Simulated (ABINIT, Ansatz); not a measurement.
## NaI (Fm-3m): G0W0 on several meshes in ABINIT

How does the mesh move the gap of NaI (Fm-3m)?

Main program and level: ABINIT 10.8.3; PBE and many-body steps on it, plane waves.

### 1. Starting point

Symmetry: Fm-3m, No. 225, cubic system. Conventional cell: a = 6.473 Å, b = 6.473 Å, c = 6.473 Å, α = 90.00°, β = 90.00°, γ = 90.00°. Na has 6 I at 3.24 Å nearest. Nearest to I lie 6 Na at 3.24 Å. Farther neighbours and most contacts between anions are not listed.

The cell and positions come from the Crystallography Open Database and are kept as given unless a step says otherwise. Spin-orbit coupling is left out unless a step names it.

### 2. Empty states on the mesh, 4×4×4 mesh, 177 bands

This step: ABINIT 10.8.3; DFT, PBE, plane waves, norm-conserving pseudopotentials.

The sums over transitions need many empty states on a uniform mesh; this step solves for them.

Input file run.abi:

```
acell 3*1.0 Angstrom
rprim 
  0.000000000000 3.236400000000 3.236400000000
  3.236400000000 -0.000000000000 3.236400000000
  3.236400000000 3.236400000000 -0.000000000000
ntypat 2
znucl 11 53
natom 2
typat 1 2
xred 
  0.000000000000 0.000000000000 0.000000000000
  0.500000000000 0.500000000000 0.500000000000
pp_dirpath "pseudos"
pseudos "Na.upf, I.upf"
ecut 38
ngkpt 4 4 4
nshiftk 1
shiftk 0 0 0
kptopt 1
chksymbreak 0
iscf -2
irdden 1
istwfk *1
nband 177
nbdbuf 16
tolwfr 1e-09
nstep 60
prtvol 0
indata_prefix "in"
outdata_prefix "out"
tmpdata_prefix "tmp"
```

On the command line:

```
OMP_NUM_THREADS=1 mpirun -n 4 abinit run.abi > log
```

Numbers of over 12 decimals in the logs are rounded to 6 here.

The program printed:

```text
.Version 10.8.3 of ABINIT. v10.8.2 released Aug 2026.

 Symmetries : space group Fm -3 m (#225); Bravais cF (face-center cubic)
[... echo of the input left out ...]
== DATASET  1 ==================================================================
-   mpi_nproc: 4, omp_nthreads: 1 (-1 if OMP is not activated)

--- !DatasetInfo
iteration_state: {dtset: 1, }
dimensions: {natom: 2, nkpt: 8, mband: 177, nsppol: 1, nspinor: 1, nspden: 1, mpw: 5124, }
cutoff_energies: {ecut:  38.0, pawecutdg:  -1.0, }
[...]
3.38638    3.38638    3.51961    3.52078    3.52078    3.52078    3.52119    3.52119
   3.57221    3.57221    3.57221    3.57275    3.76161    3.76161    3.76163    3.89881
   3.90273
 prteigrs : prtvol=0 or 1, do not print more k-points.

== END DATASET(S) ==============================================================
================================================================================

 -outvars: echo values of variables after computation  --------
            nband         177
             nkpt           8
          spgroup         225
 [... the other variables as echoed above ...]

 Calculation completed.
```

The job ended after 2.4 min (4 MPI ranks of Arm Neoverse N1, shared host; peak memory 0.43 GiB).

This step gave:

```
gap                                                           : 3.639 eV
k of the valence top                                          : 0, 0, 0
k of the conduction bottom                                    : 0, 0, 0
least direct gap                                              : 3.639 eV
k points computed                                             : 8
lowest point of the top converged band, above the valence top : 92.0409 eV
```

On this mesh the gap is 3.639 eV.

The density comes from a self-consistent run that is not shown.

### 3. Screening, 4×4×4 mesh, 70 bands, screening to 114.3 eV

The RPA dielectric matrix is built and inverted for each q.

This step: RPA screening on PBE, plane waves, norm-conserving pseudopotentials.

run.abi, as its differences from that of step 2:

```diff
@@ -20,10 +20,11 @@
 chksymbreak 0
-iscf -2
-irdden 1
 istwfk *1
-nband 177
-nbdbuf 16
-tolwfr 1e-09
-nstep 60
-prtvol 0
+occopt 1
+irdwfk 1
+optdriver 3
+nband 70
+ecuteps 4.2
+inclvkb 2
+awtr 1
+symchi 1
 indata_prefix "in"
```

The program printed:

```text
.Version 10.8.3 of ABINIT. v10.8.2 released Aug 2026.

 Symmetries : space group Fm -3 m (#225); Bravais cF (face-center cubic)
[... echo of the input left out ...]
== DATASET  1 ==================================================================
-   mpi_nproc: 4, omp_nthreads: 1 (-1 if OMP is not activated)

--- !DatasetInfo
iteration_state: {dtset: 1, }
dimensions: {natom: 2, nkpt: 8, mband: 70, nsppol: 1, nspinor: 1, nspden: 1, mpw: 5124, }
cutoff_energies: {ecut:  38.0, pawecutdg:  -1.0, }
electrons: {nelect:   1.60000000E+01, charge:   0.00000000E+00, occopt:   1.00000000E+00, tsmear:   1.00000000E-02, }

 SCREENING: Calculation of the susceptibility and dielectric matrices

 Based on a program developped by R.W. Godby, V. Olevano, G. Onida, and L. Reining.
 Incorporated in ABINIT by V. Olevano, G.-M. Rignanese, and M. Torrent.
.Using double precision arithmetic ; gwpc =  8

[... cell and pseudopotentials left out ...]
--------------------------------------------------------------------------------

 ==== K-mesh for the wavefunctions ====
 Number of points in the irreducible wedge :     8
[... list of points left out ...]
 Together with 48 symmetry operations and time-reversal symmetry
 yields    64 points in the full Brillouin Zone.

 ==== Q-mesh for the screening function ====
 Number of points in the irreducible wedge :     8
[... list of points left out ...]
 Together with 48 symmetry operations and time-reversal symmetry
 yields    64 points in the full Brillouin Zone.

 setmesh: FFT mesh size selected  =    32x   32x   32
          total number of points  =        32768

 vcoul_init : cutoff-mode = AUXILIARY_FUNCTION
 q-points for optical limit:   1
     1)      0.000010    0.000020    0.000030

- screening: taking advantage of time-reversal symmetry
- Maximum band index for partially occupied states nbvw = 8
- Remaining bands to be divided among processors   nbcw = 62
- Number of bands treated by each node ~15

 Number of electrons calculated from density =   16.0000; Expected =   16.0000
 average of density, n =  0.034971
 r_s =    1.8970
 omega_plasma =   18.0389 [eV]

 calculating chi0 at frequencies [eV] :
  1    0.000000E+00    0.000000E+00
  2    0.000000E+00    1.803886E+01

--------------------------------------------------------------------------------
  q-point number  1        q = ( 0.000000, 0.000000, 0.000000) [r.l.u.]
--------------------------------------------------------------------------------
[... chi0 elements left out ...]
 For q-point:  0.000010 0.000020 0.000030
  dielectric constant =   3.2336
  dielectric constant without local fields =   3.9319

  Average fulfillment of the sum rule on Im[epsilon] for q-point    1 :     57.56  [%]
[... wings left out ...]
  q-point number  2        q = ( 0.250000, 0.000000, 0.000000) [r.l.u.]
--------------------------------------------------------------------------------
[... chi0 elements left out ...]
  Average fulfillment of the sum rule on Im[epsilon] for q-point    2 :     68.53  [%]

 [... 6 further q-points ...]
```

Run time: 33 s. Hardware: 4 MPI ranks; peak memory 0.84 GiB.

This step gave:

```yaml
eps_infinity_with_local_fields_on_this_mesh_along_the_program_s_q_direction: 3.234
the_same_without_local_fields: 3.932
plasma_frequency: 18.04 eV
plane_waves_in_the_screening_matrix: 169
```

Local fields lower ε∞ by 18 %.

### 4. 4×4×4

The self-energy is evaluated for the states that the input lists, and the levels follow from it, in one-shot runs by the linearised quasiparticle equation.

This step: G0W0 on PBE, plane waves, norm-conserving pseudopotentials.

run.abi, as its differences from that of step 3:

```diff
@@ -23,8 +23,15 @@
 irdwfk 1
-optdriver 3
+optdriver 4
 nband 70
+gwcalctyp 0
+ecutsigx 38
+symsigma 1
+nkptgw 1
+kptgw 
+  0.0000000000 0.0000000000 0.0000000000
+bdgw 
+  6 12
 ecuteps 4.2
-inclvkb 2
-awtr 1
-symchi 1
+irdscr 1
+ppmodel 1
 indata_prefix "in"
```

The program printed:

```text
.Version 10.8.3 of ABINIT. v10.8.2 released Aug 2026.

 Symmetries : space group Fm -3 m (#225); Bravais cF (face-center cubic)
[... echo of the input left out ...]
== DATASET  1 ==================================================================
-   mpi_nproc: 4, omp_nthreads: 1 (-1 if OMP is not activated)

--- !DatasetInfo
iteration_state: {dtset: 1, }
dimensions: {natom: 2, nkpt: 8, mband: 70, nsppol: 1, nspinor: 1, nspden: 1, mpw: 5124, }
cutoff_energies: {ecut:  38.0, pawecutdg:  -1.0, }
electrons: {nelect:   1.60000000E+01, charge:   0.00000000E+00, occopt:   1.00000000E+00, tsmear:   1.00000000E-02, }

 SIGMA: Calculation of the GW corrections

 Based on a program developped by R.W. Godby, V. Olevano, G. Onida, and L. Reining.
 Incorporated in ABINIT by V. Olevano, G.-M. Rignanese, and M. Torrent.
.Using double precision arithmetic ; gwpc =  8

[... cell and pseudopotentials left out ...]
--------------------------------------------------------------------------------

 ==== K-mesh for the wavefunctions ====
 Number of points in the irreducible wedge :     8
[... list of points left out ...]
 Together with 48 symmetry operations and time-reversal symmetry
 yields    64 points in the full Brillouin Zone.

 ==== Q-mesh for screening function ====
 Number of points in the irreducible wedge :     8
[... list of points left out ...]
 Together with 48 symmetry operations and time-reversal symmetry
 yields    64 points in the full Brillouin Zone.

 vcoul_init : cutoff-mode = AUXILIARY_FUNCTION
 q-points for optical limit:   1
     1)      0.000010    0.000020    0.000030
 setmesh: FFT mesh size selected  =    50x   50x   50
          total number of points  =       125000

 Number of electrons calculated from density =   16.0000; Expected =   16.0000
 average of density, n =  0.034971
 r_s =    1.8970
 omega_plasma =   18.0389 [eV]

 === KS Band Gaps ===
  >>>> For spin  1
   Minimum direct gap =   3.6392 [eV], located at k-point      :   0.0000  0.0000  0.0000
   Fundamental gap    =   3.6392 [eV], Top of valence bands at :   0.0000  0.0000  0.0000
                                       Bottom of conduction at :   0.0000  0.0000  0.0000
 SIGMA fundamental parameters:
 PLASMON POLE MODEL  1
 number of plane-waves for SigmaX                 5065
 number of plane-waves for SigmaC and W            169
 number of plane-waves for wavefunctions          5065
 number of bands                                    70
 number of independent spin polarizations            1
 number of spinorial components                      1
 number of k-points in IBZ                           8
 number of q-points in IBZ                           8
 number of symmetry operations                      48
 number of k-points in BZ                           64
 number of q-points in BZ                           64
 number of frequencies for dSigma/dE                 9
 frequency step for dSigma/dE [eV]                0.25
 number of omega for Sigma on real axis              0
 max omega for Sigma on real axis  [eV]           0.00
 zcut for avoiding poles [eV]                     0.10

 EPSILON^-1 parameters (SCR file):
 dimension of the eps^-1 matrix on file            169
 dimension of the eps^-1 matrix used               169
 number of plane-waves for wavefunctions          5065
 number of bands                                    70
 number of q-points in IBZ                           8
 number of frequencies                               2
 number of real frequencies                          1
 number of imag frequencies                          1

 matrix elements of self-energy operator (all in [eV])

 Perturbative Calculation

--- !SelfEnergy_ee
iteration_state: {dtset: 1, }
kpoint     : [   0.000,    0.000,    0.000, ]
spin       : 1
KS_gap     :    3.639
QP_gap     :    5.427
Delta_QP_KS:    1.788
data: !SigmaeeData |
     Band     E0 <VxcDFT>   SigX SigC(E0)      Z dSigC/dE  Sig(E)    E-E0       E
        6   0.107 -11.384 -14.313   1.540   0.803  -0.245 -12.499  -1.116  -1.008
        7   0.107 -11.384 -14.313   1.540   0.803  -0.245 -12.499  -1.116  -1.008
        8   0.107 -11.384 -14.313   1.540   0.803  -0.245 -12.499  -1.116  -1.008
        9   3.746  -7.312  -3.615  -2.896   0.840  -0.190  -6.640   0.672   4.418
       10   8.073  -7.141  -3.086  -3.173   0.829  -0.207  -6.410   0.731   8.804
       11   8.073  -7.141  -3.086  -3.173   0.829  -0.207  -6.410   0.731   8.804
       12   8.073  -7.141  -3.086  -3.173   0.829  -0.207  -6.410   0.731   8.804

== END DATASET(S) ==============================================================
================================================================================

 -outvars: echo values of variables after computation  --------
           etotal      0.0000000000E+00
            nband          70
             nkpt           8
          spgroup         225
 [... the other variables as echoed above ...]

 Calculation completed.
```

It took 7.4 s on 4 MPI ranks; peak memory 0.71 GiB.

Numbers from this step:

- G0W0 gap on the points computed: 5.426 eV
- starting gap on the mesh: 3.639 eV
- k of the valence top: 0, 0, 0
- k of the conduction bottom: 0, 0, 0
- Z at the valence top: 0.803
- Z at the conduction bottom: 0.84
- least direct G0W0 gap on the computed points: 5.426 eV

The gap on the mesh goes from 3.64 eV to 5.43 eV, a correction of +1.79 eV.

### 5. Empty states on the mesh, 6×6×6 mesh, 76 bands

This step: DFT, PBE, plane waves, norm-conserving pseudopotentials.

run.abi, as its differences from that of step 4:

```diff
@@ -15,3 +15,3 @@
 ecut 38
-ngkpt 4 4 4
+ngkpt 6 6 6
 nshiftk 1
@@ -20,18 +20,10 @@
 chksymbreak 0
+iscf -2
+irdden 1
 istwfk *1
-occopt 1
-irdwfk 1
-optdriver 4
-nband 70
-gwcalctyp 0
-ecutsigx 38
-symsigma 1
-nkptgw 1
-kptgw 
-  0.0000000000 0.0000000000 0.0000000000
-bdgw 
-  6 12
-ecuteps 4.2
-irdscr 1
-ppmodel 1
+nband 76
+nbdbuf 6
+tolwfr 1e-09
+nstep 60
+prtvol 0
 indata_prefix "in"
```

The program printed:

```text
.Version 10.8.3 of ABINIT. v10.8.2 released Aug 2026.

 Symmetries : space group Fm -3 m (#225); Bravais cF (face-center cubic)
[... echo of the input left out ...]
== DATASET  1 ==================================================================
-   mpi_nproc: 4, omp_nthreads: 1 (-1 if OMP is not activated)

--- !DatasetInfo
iteration_state: {dtset: 1, }
dimensions: {natom: 2, nkpt: 16, mband: 76, nsppol: 1, nspinor: 1, nspden: 1, mpw: 5132, }
cutoff_energies: {ecut:  38.0, pawecutdg:  -1.0, }
[...]
1.44655    1.45720    1.49597    1.49597    1.49597    1.51385    1.70853    1.82319
   1.82319    1.92370    1.92370    1.92370    2.02350    2.02350    2.02350    2.14912
   2.19505    2.19956    2.20067    2.20117
 prteigrs : prtvol=0 or 1, do not print more k-points.

== END DATASET(S) ==============================================================
================================================================================

 -outvars: echo values of variables after computation  --------
            nband          76
             nkpt          16
          spgroup         225
 [... the other variables as echoed above ...]

 Calculation completed.
```

Wall time 70 s (4 MPI ranks); peak memory 0.38 GiB; 4.6 min of CPU time.

Numbers from this step:

```
gap                                                           : 3.639 eV
k of the valence top                                          : 0, 0, 0
k of the conduction bottom                                    : 0, 0, 0
least direct gap                                              : 3.639 eV
k points computed                                             : 16
lowest point of the top converged band, above the valence top : 49.34 eV
```

On this mesh the gap is 3.639 eV.

(Continued in part 2 of 2.)

[Paths, hosts, dates, memory and timing lines, banners, echoed tables and standing remarks are left out of the program output.]

[Logs are printed without paths, hosts, clocks, repeated set-up lines and the standing remarks that a program may print on its own settings, such as how far it seeks lower states.]

[Runs of the session that timed out or met a known fault of the program may be left out.]

[Hosts, paths, dates, database ids (printed as entryN), source tags and the programs' standing remarks are cut or masked in the printed files.]

[G0W0 gaps are taken among the corrected bands and points alone; a level outside them can change the order at an edge.]

[Where Ansatz stands beside ABINIT at settings called matched, ABINIT's density can come from a denser mesh and the files from another edition; pairs whose starting gaps differed by over 0.03 eV were left out, so agreement reads better than it is.]
